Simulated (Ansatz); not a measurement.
# LaH3: how the settings move a single-point run

Aim: see which settings change the result for LaH3, by how much, and at what cost.

Program: Ansatz 0.2.0. Level of theory: reference: DFT, PBEsol, plane waves, PAW. These are calculated values, not measurements.

3 further runs of the same task are left out: 2 for a known fault of the program, 1 that didn't finish. Runs told in other sessions of the task aren't counted.

## 1. The system as given

It takes space group Fm-3m (No. 225, cubic). Conventional cell: a = 5.573 Å, b = 5.573 Å, c = 5.573 Å, α = 90.00°, β = 90.00°, γ = 90.00°. La (site symmetry m-3m) has 8 H at 2.41 Å in its first shell of neighbours. Around H (site symmetry -43m) lie 4 La at 2.41 Å and 4 H at 2.41 Å. H (site symmetry m-3m) has 8 H at 2.41 Å in its first shell of neighbours.

As a file:

```
La H
1.0
    -1.97009    1.97009    2.78702
     1.97009   -1.97009    2.78702
     1.97009    1.97009   -2.78702
La H
1 3
Cartesian
  0.0000 0.0000 0.0000
  0.0000 1.9701 1.3935
  1.9701 0.0000 1.3935
  0.0000 0.0000 2.7870
```

## 2. Reference

input.yaml reads:

```yaml
crystal:
  lattice:
    - [-1.9700893349, 1.9700893349, 2.7870153381]
    - [1.9700893349, -1.9700893349, 2.7870153381]
    - [1.9700893349, 1.9700893349, -2.7870153381]
  atoms:
    - { symbol: La, position: [0.0, 0.0, 0.0] }
    - { symbol: H, position: [0.75, 0.25, 0.5] }
    - { symbol: H, position: [0.25, 0.75, 0.5] }
    - { symbol: H, position: [0.5, 0.5, 0.0] }
kpoints:
  mp_grid: { grid: [6, 6, 6] }
hamiltonian:
  xc: pbesol
scf:
  occupations: { method: fermi_dirac, width: 0.02 }
  n_extra_bands: 5
output:
  forces: true
  stress: true
  eigenvalues: true
```

Run with:

```sh
$ ansatz run input.yaml --threads 4 --pin off --max-ram 4608MiB --backend cpu --events-out ev --progress --plain --runs-dir out
```

## 3. Variant: ecutwfc 350

input.yaml: that of step 2 with these lines changed.

```diff
@@ -21 +21,3 @@
   eigenvalues: true
+basis:
+  ecutwfc: 350
```

## 4. Changing settings: dispersion d3bj

input.yaml: that of step 2 with these lines changed.

```diff
@@ -14,2 +14,3 @@
   xc: pbesol
+  dispersion: d3bj
 scf:
```

## 5. Variant: ecutwfc 750

input.yaml: that of step 2 with these lines changed.

```diff
@@ -21 +21,3 @@
   eigenvalues: true
+basis:
+  ecutwfc: 750
```

## 6. Variant: occupations.method cold, occupations.width 0.05

input.yaml: that of step 2 with these lines changed.

```diff
@@ -15,3 +15,3 @@
 scf:
-  occupations: { method: fermi_dirac, width: 0.02 }
+  occupations: { method: cold, width: 0.05 }
   n_extra_bands: 5
```

What does the calculation give? Wanted: for each run, ending; energy change; pressure; gap; force.

**Answer**, as computed:

| run | ending | energy change | pressure (GPa) | gap (eV) | force (eV/Å) | cycles | time |
| --- | --- | --- | --- | --- | --- | --- | --- |
| reference | converged | 0 | -3.1 | 0.00 | 0.00 | 6 | 0.83 s |
| 1: ecutwfc 350 | converged | +5.0 meV/atom | -3.0 | 0.00 | 0.00 | 6 | 0.75 s |
| 2: dispersion d3bj | converged | -175.1 meV/atom (offset of the dispersion model) | -5.7 | 0.00 | 0.00 | 6 | 0.81 s |
| 3: ecutwfc 750 | converged | -1.2 meV/atom | -3.1 | 0.00 | 0.00 | 6 | 1.3 s |
| 4: occupations.method cold, occupations.width 0.05 | converged | 0.0 meV/atom (σ→0) | -3.1 | 0.00 | 0.00 | 6 | 0.81 s |

Residual by cycle in the longest SCF loop of each run; runs are numbered as in the table. The quantity is the density residual dr2, in eV.

| cycle | reference | run 1 | run 2 | run 3 | run 4 |
| --- | --- | --- | --- | --- | --- |
| 1 | 0.0347 | 0.0363 | 0.0347 | 0.0342 | 0.0347 |
| 2 | 0.00191 | 0.00205 | 0.00191 | 0.00189 | 0.00192 |
| 3 | 2.7e-4 | 3.0e-4 | 2.7e-4 | 2.7e-4 | 2.7e-4 |
| 4 | 3.8e-6 | 4.0e-6 | 3.8e-6 | 3.8e-6 | 3.8e-6 |
| 5 | 1.1e-7 | 1.2e-7 | 1.1e-7 | 1.2e-7 | 1.1e-7 |
| 6 | 7.8e-10 | 8.9e-10 | 7.8e-10 | 7.8e-10 | 7.9e-10 |

**Reading.** Run 1 ran under the cutoff that the potentials recommend, as the log warns, so basis error is mixed into its values.
